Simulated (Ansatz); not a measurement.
# MgO: what SCF settings change

Which SCF settings change the result for MgO, and which only the effort? The default run comes first. MgO is taken in its experimental structure (space group Fm-3m), 2 atoms in the cell. Source: COD entry 9006467; the sample's temperature and pressure aren't taken into account.

The COD cell was measured well above room temperature, so it is larger than a cold one.

Method: DFT PBE, PAW, plane waves, scalar-relativistic, in Ansatz 0.2.0.

### 1 The starting structure

Symmetry: Fm-3m, No. 225, cubic system. The conventional cell has a = 4.309 Å, b = 4.309 Å, c = 4.309 Å, α = 90.00°, β = 90.00°, γ = 90.00°. Around Mg (site symmetry m-3m) lie 6 O at 2.15 Å. Around O (site symmetry m-3m) lie 6 Mg at 2.15 Å.

Coordinates:

```
Mg O
1.0
     0.00000    2.15445    2.15445
     2.15445    0.00000    2.15445
     2.15445    2.15445    0.00000
Mg O
1 1
Direct
  0.00000 0.00000 0.00000
  0.50000 0.50000 0.50000
```

In tables a label like O2 counts atoms in the order of input.yaml; a structure file may count by element.

After the default run come: Fermi–Dirac width 0.01 eV, no switch to direct minimisation; Broyden, β 0.7, history 4, no preconditioner; Fermi–Dirac smearing, width 0.8 eV; Broyden, β 0.3, preconditioner Kerker; Anderson, β 1.0, backtracking line search; 1 band beyond the filled ones; linear mixing, β 0.1, no preconditioner; Broyden, β 0.3, preconditioner LDOS; one k-point (Gamma), no switch to direct minimisation.

The search for lower states is off throughout, and inputs that name a mixer don't switch to direct minimisation unless they say so. Spin polarisation is off.

### 2 Default SCF settings

Contents of input.yaml:

```yaml
crystal:
  lattice:
    - [0.0, 2.15445, 2.15445]
    - [2.15445, 0.0, 2.15445]
    - [2.15445, 2.15445, 0.0]
  atoms:
    - { symbol: Mg, position: [0.0, 0.0, 0.0] }
    - { symbol: O, position: [0.5, 0.5, 0.5] }
hamiltonian:
  xc: pbe
  pseudopotentials: { kind: paw }
basis:
  ecutwfc: 420
kpoints:
  mp_grid: { grid: [9, 9, 9] }
scf:
  occupations: { method: fermi_dirac, width: 0.05 }
  lower_state_search: "off"
output:
  forces: true
  stress: true
  write_density: true
  write_potential: true
  elf: true
  volumetric_format: npy
```

The run is started by

```bash
> ansatz run input.yaml --threads 2 --pin off --max-ram 5120MiB --backend cpu --events-out ev --progress --plain --runs-dir out
```

What it wrote:

```text
Engine: ansatz 0.2.0, aarch64-unknown-linux-gnu
Pseudopotentials: kind: paw
Pseudopotential: Mg, paw, valence charge 10, recommended cutoff 420 eV (normal), Mg.paw.azcp
Pseudopotential: O, paw, valence charge 6, recommended cutoff 420 eV (normal), O.paw.azcp
Functional definition: PBE
  parameter kappa = 0.804
  parameter beta = 0.06672455060314922
  exchange = pbe_x(kappa = kappa, mu = beta*pi^2/3)
  correlation = pbe_c(beta = beta)
Crystal: 2 atoms, lattice volume = 20.000 Å³
Basis set: ecut = 420 eV, 387 PW (Γ), exchange–correlation on 48×48×48 points (8 copies of the dense FFT grid, shifted against one another)
Bands: 12, of which v1, the nominal top of the filled ones, is band 8 counted from 1 (7 counted from 0)
Symmetry: 48 space group operations
Space group: Fm-3m (ITA 225), of the structure as read, at distance tolerance 2.7e-5 Å
k-points: 35 of 729
Non-local potential: Mg, projectors of the file, l = 0: 3, l = 1: 2, l = 2: 1
Non-local potential: O, projectors of the file, l = 0: 2, l = 1: 2, l = 2: 1
PAW form: soft (Blöchl's): semilocal exchange-correlation on the pseudo side does not see the compensation charge
PAW one-centre angular grid: Mg, 110 points (default); XC on 64 Gauss nodes
PAW one-centre angular grid: O, 110 points (default); XC on 64 Gauss nodes
Initial density: superposition of atomic densities (neutral atoms: chi_scale 0, normalization atom), corrected by the library's trained network
Initial wavefunctions: pseudopotential atomic-orbital guess
Functional: x = pbe(κ = 0.804, μ = 0.2195149727645171), c = pbe(β = 0.06672455060314922)
SCF iter   1: F=—  HF=-2494.125766 eV  |F-HF|=—  |Δ(HF+E_count)|=         —  Δρ=9.17e-4  dr2=1.13e-4  ethr=1.77e-3  ⟨swp⟩=5.7  Hψ=2395  notcnv=0
preconditioner: auto → none  [insulator: Δε(μ)=4.113 eV  Ē_g=17.772 eV  σ=0.050 eV  W_gap=1.00  n_scr=8 (ndim 8)  ℏωp=23.5 eV  f_vac=0.000  D(μ)=0.00/eV (n_scr^D=0)  ε∞_Penn≈2.7]
SCF iter   2: F=—  HF=-2494.125888 eV  |F-HF|=—  |Δ(HF+E_count)|=   1.22e-4  Δρ=3.81e-4  dr2=1.09e-5  ethr=7.06e-7  ⟨swp⟩=2.8  Hψ=1036  notcnv=0
SCF iter   3: F=—  HF=-2494.125899 eV  |F-HF|=—  |Δ(HF+E_count)|=   1.06e-5  Δρ=1.92e-4  dr2=1.88e-6  ethr=6.84e-8  ⟨swp⟩=2.3  Hψ=525  notcnv=0
SCF iter   4: F=—  HF=-2494.125916 eV  |F-HF|=—  |Δ(HF+E_count)|=   1.73e-5  Δρ=4.26e-5  dr2=2.52e-7  ethr=1.18e-8  ⟨swp⟩=2.0  Hψ=560  notcnv=0
iter 5 did not close the SCF: its close was put off for the readings that it lacked (scf_convergence_deferred on its scf_iter line)
SCF iter   5: F=-2494.125916 eV  HF=-2494.125916 eV  |F-HF|=4.42e-8  |Δ(HF+E_count)|=   1.53e-8  Δρ=1.87e-5  dr2=5.33e-8  ethr=1.58e-9  ⟨swp⟩=1.3  Hψ=443  notcnv=0
SCF iter   6: F=-2494.125916 eV  HF=-2494.125916 eV  |F-HF|=1.16e-8  |Δ(HF+E_count)|=   1.03e-8  Δρ=9.15e-6  dr2=1.36e-8  ethr=3.33e-10  ⟨swp⟩=5.9  Hψ=2136  notcnv=0
SCF 1 converged in 6 iterations: F = -2494.125916 eV  dr2 = 1.36e-8
SCF converged after 6 iterations
Free energy (F): -2494.125916 eV
Harris-Foulkes:  -2494.125916 eV  (|F-HF|=1.16e-8)
Internal energy: -2494.125916 eV  (E = F + TS)
E sigma→0 (E₀):  -2494.125916 eV
Fermi energy:    9.424685 eV
--- Per-component energies (eV) ---
  E_band       = -306.444317
  E_kinetic    = 253.943433
  E_local      = -1645.064962  (includes V_loc(G=0)·N_el)
  E_nonlocal   = 142.686640
  E_hartree    = 569.587534
  E_xc         = -104.680307
  E_vxc        = -134.098151  (∫ρ·V_xc dr)
  E_paw        = -450.211175  (= ΣΔE_a)
  E_vpaw       = -63.086433  (= ΣTr[D̂ρ^β])
  E_aug_tail   = 0.002451  (compensation charges beyond the density's cutoff)
  E_ewald      = -1260.389530
  E_smearing   = -0.000000  (= −TS)
  E_closure    = 0.000000  (closes the sum)
  Σ components = -2494.125916   (vs F -2494.125916, Δ=0.00e0)
--- Forces (eV/Å), atoms counted from 1 ---
  atom   1  Mg    -0.00000000     0.00000000    -0.00000000
  atom   2  O      0.00000000    -0.00000000    -0.00000000
  max |Σ_I F_I| component: 2.57e-29 eV/Å
--- Stress (GPa, compression-positive) ---
       -5.318824       0.000000      -0.000000
        0.000000      -5.318824      -0.000000
       -0.000000       0.000000      -5.318824
  P = ⅓ Tr σ = -5.3188 GPa (-53.188 kbar)
--- Band table (eV; the first three rows and the last of 35) ---
  k-point 0: bands = ["-65.2263", "-31.9548", "-31.9548", "-31.9548", "-9.6026", "7.3167", "7.3167", "7.3167", "11.4266", "22.7446", "22.7446", "22.7446"]
  k-point 1: bands = ["-65.2256", "-31.9625", "-31.9556", "-31.9556", "-9.4845", "6.5539", "7.2438", "7.2438", "12.1855", "21.3185", "23.0028", "23.0028"]
  k-point 2: bands = ["-65.2238", "-31.9818", "-31.9576", "-31.9576", "-9.1692", "5.1405", "7.0658", "7.0658", "13.5187", "19.7277", "23.4053", "23.4053"]
  k-point 34: bands = ["-65.2183", "-31.9978", "-31.9898", "-31.9760", "-8.2231", "4.2899", "4.8539", "5.8231", "18.2568", "18.3067", "18.9130", "22.3794"]
```

Wall time 0.49 s (2 threads of Arm Neoverse V2, shared host); peak memory 0.26 GiB.

With the default settings (MSR1 mixing, preconditioner none) the run converges in 6 iterations, with a gap of 4.11 eV on the k-mesh.

Axes a, b and c in the maps are those of this run's conventional cell (a, b, c = 4.309, 4.309, 4.309 Å).

Density in a lattice plane of the grid's cell (edges 4.31 and 4.31 Å, at 0.000 of the third edge), which holds Mg and O.

Ten even steps from '0' (0.11 e/Å³) to '9' (31.42 e/Å³):
```
752000000011211000000025
210000000001110000000001
000000000000000000000000
000000000000000000000000
000000000000000000000000
000000000000000000000000
000000000000000000000000
110000000001210000000001
211000000025752000000011
221000000137973100000012
211000000025752000000011
110000000001210000000001
000000000000000000000000
000000000000000000000000
000000000000000000000000
000000000000000000000000
000000000000000000000000
210000000001110000000001
752000000011211000000025
973100000012221000000137
```
Columns run along the first of these edges and rows up along the second, over one cell in 24 and 20 even steps from the bottom left corner. Atoms in the plane (fractional): Mg at (0.00, 0.00), Mg at (0.50, 0.50), O at (0.00, 0.50), O at (0.50, 0.00).

ELF in the same plane.

Ten even steps from ' ' (0.04) to '@' (0.82):
```
::--==--..  --##@@@@%%**++**%%@@@@##--  ..--==--
======::    --##@@@@@@@@%%@@@@@@@@##--    ::====
::::..      ::++##@@@@@@@@@@@@@@##++::      ..::
            ..::++**%%%%%%%%%%**++::..          
==------::..  ..::------==------::..  ..::------
%%%%%%**++::..                      ..::++**%%%%
@@@@@@@@##++::      ..::::::..      ::++##@@@@@@
%%@@@@@@@@##--    ::==========::    --##@@@@@@@@
++**%%@@@@##--  ..--==--::--==--..  --##@@@@%%**
::==%%@@@@%%==  ..====::..::====..  ==%%@@@@%%==
++**%%@@@@##--  ..--==--::--==--..  --##@@@@%%**
%%@@@@@@@@##--    ::==========::    --##@@@@@@@@
@@@@@@@@##++::      ..::::::..      ::++##@@@@@@
%%%%%%**++::..                      ..::++**%%%%
==------::..  ..::------==------::..  ..::------
            ..::++**%%%%%%%%%%**++::..          
::::..      ::++##@@@@@@@@@@@@@@##++::      ..::
======::    --##@@@@@@@@%%@@@@@@@@##--    ::====
::--==--..  --##@@@@%%**++**%%@@@@##--  ..--==--
..::====..  ==%%@@@@%%==::==%%@@@@%%==  ..====::
```
Columns run along the first of these edges and rows up along the second, over one cell in 24 and 20 even steps from the bottom left corner. Atoms in the plane (fractional): Mg at (0.00, 0.00), Mg at (0.50, 0.50), O at (0.00, 0.50), O at (0.50, 0.00).

Both are smooth fields of the valence electrons: close to the nuclei they are not physical.

The highest ELF values outside the cores: 0.83 in the shell around O, 0.6 Å from O.

### 3 Fermi–Dirac width 0.01 eV, no switch to direct minimisation

input.yaml: that of step 2 with these lines changed.

```diff
@@ -16,4 +16,7 @@
 scf:
-  occupations: { method: fermi_dirac, width: 0.05 }
+  occupations: { method: fermi_dirac, width: 0.01 }
   lower_state_search: "off"
+  algorithm: density_mixing
+  max_iter: 50
+  mixing: {}
 output:
@@ -21,5 +24 @@
   stress: true
-  write_density: true
-  write_potential: true
-  elf: true
-  volumetric_format: npy
```

The run is started by

```bash
> ansatz run input.yaml --threads 2 --pin off --max-ram 5120MiB --backend cpu --events-out ev --progress --plain --runs-dir out
```

What it wrote, shortened:

```text
[... 23 lines as in an earlier run ...]
SCF iter   1: F=—  HF=-2494.125490 eV  |F-HF|=—  |Δ(HF+E_count)|=         —  Δρ=9.58e-4  dr2=1.27e-4  ethr=1.77e-3  ⟨swp⟩=6.0  Hψ=2498  notcnv=0
[...]
SCF iter   6: F=-2494.125916 eV  HF=-2494.125916 eV  |F-HF|=1.55e-8  |Δ(HF+E_count)|=   1.23e-8  Δρ=1.04e-5  dr2=1.79e-8  ethr=4.02e-10  ⟨swp⟩=2.9  Hψ=1340  notcnv=0
[...]
SCF converged after 6 iterations
Free energy (F): -2494.125916 eV
[...]
E sigma→0 (E₀):  -2494.125916 eV
Fermi energy:    9.377141 eV
[...]
--- Forces (eV/Å), atoms counted from 1 ---
  atom   1  Mg    -0.00000000     0.00000000     0.00000000
  atom   2  O      0.00000000     0.00000000    -0.00000000
[...]
--- Stress (GPa, compression-positive) ---
       -5.318890       0.000000       0.000000
        0.000000      -5.318890       0.000000
        0.000000       0.000000      -5.318890
  P = ⅓ Tr σ = -5.3189 GPa (-53.189 kbar)
```

Run time: 0.39 s. Hardware: 2 threads of Arm Neoverse V2, shared host; peak memory 0.25 GiB.

6 iterations, as in the default run; free energy unchanged, zero-width estimate unchanged.

### 4 Broyden, β 0.7, history 4, no preconditioner

input.yaml: that of step 3 with these lines changed.

```diff
@@ -16,3 +16,3 @@
 scf:
-  occupations: { method: fermi_dirac, width: 0.01 }
+  occupations: { method: fermi_dirac, width: 0.05 }
   lower_state_search: "off"
@@ -20,3 +20,3 @@
   max_iter: 50
-  mixing: {}
+  mixing: { algorithm: broyden, ndim: 4, beta: 0.7, preconditioner: none }
 output:
```

The run is started by

```bash
> ansatz run input.yaml --threads 2 --pin off --max-ram 5120MiB --backend cpu --events-out ev --progress --plain --runs-dir out
```

What it wrote, shortened:

```text
[... 23 lines as in an earlier run ...]
SCF iter   1: F=—  HF=-2494.125753 eV  |F-HF|=—  |Δ(HF+E_count)|=         —  Δρ=9.16e-4  dr2=1.13e-4  ethr=1.77e-3  ⟨swp⟩=5.7  Hψ=2395  notcnv=0
[...]
SCF iter   5: F=-2494.125916 eV  HF=-2494.125916 eV  |F-HF|=1.31e-8  |Δ(HF+E_count)|=   7.24e-7  Δρ=1.20e-5  dr2=1.56e-8  ethr=1.43e-10  ⟨swp⟩=2.0  Hψ=1399  notcnv=0
[...]
SCF converged after 5 iterations
Stability not checked: this state was not tested for a lower state beside it, because the mixer in use, unlike msr1, does not test its closes by its own steps (another_mixer; see scf.mixing.algorithm and scf.lower_state_search)
Free energy (F): -2494.125916 eV
[...]
E sigma→0 (E₀):  -2494.125916 eV
Fermi energy:    9.424679 eV
[... 24 lines left out: energy terms, forces, stress ...]
```

Wall time 0.39 s (2 threads of Arm Neoverse V2, shared host); peak memory 0.25 GiB.

It takes 5 iterations (default 6). Against the default run: the same free energy.

[end of part 1 of 2]
